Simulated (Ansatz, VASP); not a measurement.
# One calculation of B, two programs

```
B
1.0
     0.00000    1.43327    1.43327
     1.43327    0.00000    1.43327
     1.43327    1.43327    0.00000
B
1
Direct
  0.00000 0.00000 0.00000
```

Alike in both runs: functional PBE; k mesh 23 × 23 × 23; occupations fermi-dirac, width 0.1 eV; no spin polarisation.

Ansatz relaxed the structure, and its values are those at the end. VASP's run is a single point on that final structure, the one shown.

|  | VASP | Ansatz |
| --- | --- | --- |
| version | VASP 6.6.1 | Ansatz 0.2.0 |
| potentials or method | VASP PAW PBE potentials, release 64 (B) | PAW with Ansatz's default frozen-core files, scalar-relativistic |
| plane-wave cutoff (eV) | 520 | 420 |
| valence electrons in the cell | 3 | 3 |

|  | VASP | Ansatz | Ansatz less VASP |
| --- | --- | --- | --- |
| pressure (GPa) | 0.0 | 0.0 | -0.03 |
